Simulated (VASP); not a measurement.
# Rh (Fm-3m) in VASP: a series of runs

The runs below take Rh through electrostatic potential, relaxation of cell and atoms, single point, with PBE+D3, r2SCAN, LDA.

Everything below comes from runs of VASP 6.6.1. Logs are shortened: lines on timing, memory, paths and dates and some standing lists are left out, and cuts for length are marked.

## (1) Starting point

The structure is cubic, space group Fm-3m (No. 225). The conventional cell has a = 3.796 Å, b = 3.796 Å, c = 3.796 Å, α = 90.00°, β = 90.00°, γ = 90.00°. Around Rh (site symmetry m-3m) lie 12 Rh at 2.68 Å.

## (2) Electrostatic potential, PBE+D3 (cell strained at random at fixed volume)

The input, INCAR:

```
  PREC = Accurate
  ENCUT = 520
  EDIFF = 1E-6
  ISMEAR = 0
  SIGMA = 0.01
  LREAL = F
  LASPH = T
  NELM = 100
  ALGO = Normal
  ISIF = 2
  LWAVE = F
  LCHARG = T
  GGA = PE
  IVDW = 11
  LVHAR = T
```

The input, KPOINTS:

```
Automatic mesh
0
Gamma
  12 12 12
```

The input, POSCAR:

```
Rh
1.0
   -0.0423390000      1.9410510000      1.8970590000
    1.8652730000     -0.0146640000      1.8693830000
    1.8539150000      1.9020170000     -0.0033060000
Rh
1
Direct
    0.0000000000      0.0000000000      0.0000000000
```

Potentials or basis: VASP PAW PBE potentials, release 64 (Rh_pv).

Launch:

```bash
> cat potpaw_PBE.64/Rh_pv/POTCAR > POTCAR
> mpirun -np 1 vasp_std > vasp.out
```

OUTCAR:

```text
PREC = Accurate
   ENCUT = 520
   EDIFF = 1E-6
   ISMEAR = 0
   LREAL = F
   LASPH = T
   NELM = 100
   ISIF = 2
   GGA = PE
   IVDW = 11
 IVDW          = 11

 ion  position               nearest neighbor table
   1  0.000  0.000  0.000-

  LATTYP: Found a triclinic cell.
 ALAT       =     2.6796938539
 B/A-ratio  =     0.9855017175
 C/A-ratio  =     1.0019429534
 COS(alpha) =     0.0021023134
 COS(beta)  =     0.4812478552
 COS(gamma) =     0.5016589379

  Lattice vectors:

 A1 = (   0.0113580000,  -1.9166810000,   1.8726890000)
 A2 = (   1.8652730000,  -0.0146640000,   1.8693830000)
 A3 = (  -1.8962540000,   0.0390340000,   1.9003650000)

Analysis of symmetry for initial positions (statically):
=====================================================================
 Subroutine PRICEL returns:
 Original cell was already a primitive cell.

 Routine SETGRP: Setting up the symmetry group for a
 triclinic supercell.

 Subroutine GETGRP returns: Found  2 space group operations
 (whereof  2 operations were pure point group operations)
 out of a pool of  2 trial point group operations.

The static configuration has the point symmetry S_2 .

Analysis of symmetry for dynamics (positions and initial velocities):
=====================================================================
 Subroutine PRICEL returns:
 Original cell was already a primitive cell.

 Routine SETGRP: Setting up the symmetry group for a
 triclinic supercell.

 Subroutine GETGRP returns: Found  2 space group operations
 (whereof  2 operations were pure point group operations)
 out of a pool of  2 trial point group operations.

The dynamic configuration has the point symmetry S_2 .

 Subroutine INISYM returns: Found  2 space group operations
 (whereof  2 operations are pure point group operations),
 and found     1 'primitive' translations

----------------------------------------------------------------------------------------

                                     Primitive cell

  volume of cell :      13.6715

  direct lattice vectors                    reciprocal lattice vectors
    -0.042339000  1.941051000  1.897059000    -0.260070447  0.253947778  0.261490702
     1.865273000 -0.014664000  1.869383000     0.264393738 -0.257239474  0.269105550
     1.853915000  1.902017000 -0.003306000     0.267446122  0.264615013 -0.264782399

  length of vectors
     2.714462088  2.640842895  2.656064838     0.447776170  0.456611424  0.460063313

  position of ions in fractional coordinates (direct lattice)
     0.000000000  0.000000000  0.000000000

  ion indices of the primitive-cell ions
   primitive index   ion index
                 1           1

----------------------------------------------------------------------------------------

 KPOINTS: Automatic mesh

Automatic generation of k-mesh.
 Grid dimensions read from file:
 generate k-points for:   12   12   12

 Generating k-lattice:

  Cartesian coordinates                     Fractional coordinates (reciprocal lattice)
    -0.021672537  0.021162315  0.021790892     0.083333333  0.000000000  0.000000000
     0.022032811 -0.021436623  0.022425462     0.000000000  0.083333333  0.000000000
     0.022287177  0.022051251 -0.022065200     0.000000000  0.000000000  0.083333333

  Length of vectors
     0.037314681  0.038050952  0.038338609

  Shift w.r.t. Gamma in fractional coordinates (k-lattice)
     0.000000000  0.000000000  0.000000000

 Subroutine IBZKPT returns following result:
 ===========================================

 Found    868 irreducible k-points:

 Following reciprocal coordinates:
            Coordinates               Weight
  0.000000  0.000000  0.000000      1.000000
  0.083333  0.000000 -0.000000      2.000000
  0.166667  0.000000 -0.000000      2.000000
  0.250000  0.000000 -0.000000      2.000000
  0.333333  0.000000 -0.000000      2.000000
  0.416667  0.000000 -0.000000      2.000000
[... 42 lines left out ...]
  0.416667  0.333333  0.000000      2.000000
  0.500000  0.333333  0.000000      2.000000
 [... further k-points ...]
   k-points           NKPTS =    868   k-points in BZ     NKDIM =    868   number of bands    NBANDS=     11
   number of dos      NEDOS =    301   number of ions     NIONS =      1
   total plane-waves  NPLWV =   8000
   dimension x,y,z NGX =    20 NGY =   20 NGZ =   20
   dimension x,y,z NGXF=    40 NGYF=   40 NGZF=   40
   ions per type =               1
   NGX,Y,Z   is equivalent  to a cutoff of  12.25, 12.59, 12.52 a.u.
   NGXF,Y,Z  is equivalent  to a cutoff of  24.50, 25.18, 25.04 a.u.
 SYSTEM =  unknown system
   PREC   = accura    normal or accurate (medium, high low for compatibility)
   ISTART =      0    job   : 0-new  1-cont  2-samecut
   ICHARG =      2    charge: 1-file 2-atom 10-const
   ISPIN  =      1    spin polarized calculation?
   LNONCOLLINEAR =      F non collinear calculations
   LSORBIT =      F    spin-orbit coupling
   LASPH  =      T    aspherical Exc in radial PAW
   ENCUT  =  520.0 eV  38.22 Ry    6.18 a.u.   5.05  4.91  4.94*2*pi/ulx,y,z
   NELM   =    100;   NELMIN=  2; NELMDL= -5     # of ELM steps
   EDIFF  = 0.1E-05   stopping-criterion for ELM
   LREAL  =      F    real-space projection
   EDIFFG = 0.1E-04   stopping-criterion for IOM
   NSW    =      0    number of steps for IOM
   IBRION =     -1    ionic relax: 0-MD 1-quasi-New 2-CG
   NFREE  =      0    steps in history (QN), initial steepest desc. (CG)
   ISIF   =      2    stress and relaxation
   ISYM   =      2    0-nonsym 1-usesym 2-fastsym
   POTIM  = 0.5000    time-step for ionic-motion
   TEBEG  =    0.0;   TEEND  =   0.0 temperature during run
   PSTRESS=    0.0 pullay stress
   NELECT =      15.0000    total number of electrons
   NUPDOWN=      -1.0000    fix difference up-down
   EMIN   =  10.00;   EMAX   =-10.00  energy-range for DOS
   EFERMI =   0.00;   METHOD = LEGACY
   ISMEAR =     0;   SIGMA  =   0.01  broadening in eV -4-tet -1-fermi 0-gaus
   EFERMI_NEDOS =   21; number of points for ismear=-14 and -15
   IALGO  =     38    algorithm
   IMIX   =      4    mixing-type and parameters
     AMIX     =   0.40;   BMIX     =  1.00
     AMIX_MAG =   1.60;   BMIX_MAG =  1.00
  volume/ion in A,a.u.               =      13.67        92.26
  Fermi-wavevector in a.u.,A,eV,Ry     =   1.688496  3.190794 38.790458  2.851018
  Thomas-Fermi vector in A             =   2.770792
   LORBIT       =      0    0 simple, 1 ext, 2 COOP (PROOUT), +10 PAW based schemes
   GGA     = PE    functional components
   LHFCALC =     F    Hartree Fock is set to
   AEXX    =    0.0000 exact exchange contribution
   IVDW    =    11    specifies the selected vdW correction
   LEPSILON=     F    determine dielectric tensor
   LRPA    =     F    only Hartree local field effects (RPA)
 non-spin polarized calculation
 Gauss-broadening in eV      SIGMA  =   0.01
  energy-cutoff  :      520.00
  volume of cell :       13.67
 maximum number of plane-waves:       378
   NGX = 11   NGY =  9   NGZ =  9

 number of electron      15.0000001 magnetization

 Free energy of the ion-electron system (eV)
  ---------------------------------------------------
  ext. energy  EPLUGINS =         0.00000000
  ---------------------------------------------------
  free energy    TOTEN  =        -7.23725441 eV

  energy without entropy =       -7.23720355  energy(sigma->0) =       -7.23722898

 E-fermi :  12.0323     XC(G=0): -14.0702

 val. band max:       12.0313372104   @ k =  -0.4167  -0.0833   0.1667
 cond. band min:      12.0333599730   @ k =  -0.0000   0.1667   0.3333
 fundamental gap:      0.0020227627
 Fermi energy:        12.0322858063

 k-point     1 :       0.0000    0.0000    0.0000
  band No.  band energies     occupation
      1     -34.4147      2.00000
      2     -34.4019      2.00000
      3     -34.3887      2.00000
      4       4.0083      2.00000
      5       8.6011      2.00000
      6       8.9524      2.00000
      7       9.0995      2.00000
      8      10.8423      2.00000
      9      11.1658      2.00000
     10      27.9973      0.00000
     11      32.4886      0.00000

 k-point     2 :       0.0833    0.0000   -0.0000
  band No.  band energies     occupation
      1     -34.4599      2.00000
      2     -34.4113      2.00000
      3     -34.3940      2.00000
      4       4.2738      2.00000
      5       8.5326      2.00000
      6       9.0017      2.00000
      7       9.1828      2.00000
      8      10.8230      2.00000
      9      11.1223      2.00000
     10      28.3378      0.00000
     11      31.6429      0.00000

 k-point     3 :       0.1667    0.0000   -0.0000
  band No.  band energies     occupation
      1     -34.5894      2.00000
      2     -34.4299      2.00000
      3     -34.4079      2.00000
      4       4.9774      2.00000
      5       8.3988      2.00000
      6       9.1131      2.00000
      7       9.3454      2.00000
      8      10.8769      2.00000
      9      11.0932      2.00000
     10      28.7758      0.00000
     11      29.7116      0.00000

 k-point     4 :       0.2500    0.0000   -0.0000
  band No.  band energies     occupation
      1     -34.7642      2.00000
      2     -34.4548      2.00000
      3     -34.4267      2.00000
      4       5.7197      2.00000
      5       8.6546      2.00000
      6       9.0943      2.00000
      7       9.3721      2.00000
      8      11.2210      2.00000
      9      11.3116      2.00000
     10      26.6708      0.00000
     11      29.5469      0.00000

 k-point     5 :       0.3333    0.0000   -0.0000
  band No.  band energies     occupation
      1     -34.9362      2.00000
      2     -34.4795      2.00000
      3     -34.4454      2.00000
      4       5.9508      2.00000
      5       8.9310      2.00000
      6       9.2255      2.00000
      7       9.8503      2.00000
      8      11.7700      2.00000
      9      11.8270      2.00000
     10      23.9856      0.00000
     11      28.8025      0.00000
[... 435 lines left out ...]
 k-point    37 :       0.4167    0.2500    0.0000
  band No.  band energies     occupation
      1     -34.9469      2.00000
      2     -34.6487      2.00000
      3     -34.5812      2.00000
      4       6.5503      2.00000
      5       7.2182      2.00000
      6       9.6373      2.00000
      7      10.7070      2.00000
      8      12.5261      0.00000
      9      13.8554      0.00000
     10      24.4826      0.00000
     11      29.0409      0.00000

 k-point    38 :       0.5000    0.2500    0.0000
  band No.  band energies     occupation
      1     -34.9940      2.00000
      2     -34.7053      2.00000
      3     -34.5827      2.00000
      4       6.5924      2.00000
      5       7.5340      2.00000
      6       9.4406      2.00000
      7      10.5226      2.00000
      8      12.6405      0.00000
      9      16.2535      0.00000
     10      21.5687      0.00000
     11      27.8686      0.00000

 k-point    39 :      -0.4167    0.2500   -0.0000
  band No.  band energies     occupation
      1     -34.9849      2.00000
      2     -34.7568      2.00000
      3     -34.5679      2.00000
      4       6.8061      2.00000
      5       7.8214      2.00000
      6       9.2217      2.00000
      7      10.3730      2.00000
      8      12.2846      0.00000
      9      17.8747      0.00000
     10      20.1538      0.00000
     11      26.8255      0.00000

 k-point    40 :      -0.3333    0.2500   -0.0000
  band No.  band energies     occupation
      1     -34.9330      2.00000
      2     -34.7779      2.00000
      3     -34.5406      2.00000
      4       7.1645      2.00000
      5       8.0871      2.00000
      6       8.7639      2.00000
      7      10.2992      2.00000
      8      11.6104      2.00000
      9      16.4069      0.00000
     10      22.5306      0.00000
     11      26.1379      0.00000

 [... further k-points ...]

------------------------ aborting loop because EDIFF is reached ----------------------------------------

 Edisp (eV)   -0.58215

 E8    (eV) :    -0.3411

  FORCE on cell =-STRESS in cart. coord.  units (eV):
  Direction    XX          YY          ZZ          XY          YZ          ZX
  --------------------------------------------------------------------------------------
  -------------------------------------------------------------------------------------
  Total       0.18188    -0.43696     0.08732     0.48237    -0.21521     0.33174
  in kB      21.31523   -51.20801    10.23292    56.53002   -25.22060    38.87730
  external pressure =       -6.55 kB  Pullay stress =        0.00 kB

 VOLUME and BASIS-vectors are now :
 -----------------------------------------------------------------------------
  energy-cutoff  :      520.00
  volume of cell :       13.67
      direct lattice vectors                 reciprocal lattice vectors
    -0.042339000  1.941051000  1.897059000    -0.260070447  0.253947778  0.261490702
     1.865273000 -0.014664000  1.869383000     0.264393738 -0.257239474  0.269105550
     1.853915000  1.902017000 -0.003306000     0.267446122  0.264615013 -0.264782399

 POSITION                                       TOTAL-FORCE (eV/Angst)
 -----------------------------------------------------------------------------------
      0.00000      0.00000      0.00000         0.000000      0.000000     -0.000000
 -----------------------------------------------------------------------------------
    total drift:                                0.000000      0.000000      0.000000

  FREE ENERGIE OF THE ION-ELECTRON SYSTEM (eV)
  ---------------------------------------------------
  free  energy   TOTEN  =        -7.8194018219 eV

  energy  without entropy=       -7.8193509680  energy(sigma->0) =       -7.81937639
```

It took 82 s on 1 thread of Intel Xeon Platinum 8488C (Sapphire Rapids), shared host; peak memory 0.24 GiB.

What came out:

* Free energy: -7.8194 eV
* Pressure: -0.7 GPa
* Band gap on the k mesh: none (metal or under the smearing width)
* Dispersion energy per atom: -0.582 eV

Caveat: pairwise dispersion overbinds metals, which lowers pressure and volume.

(Continued in part 2 of 3.)
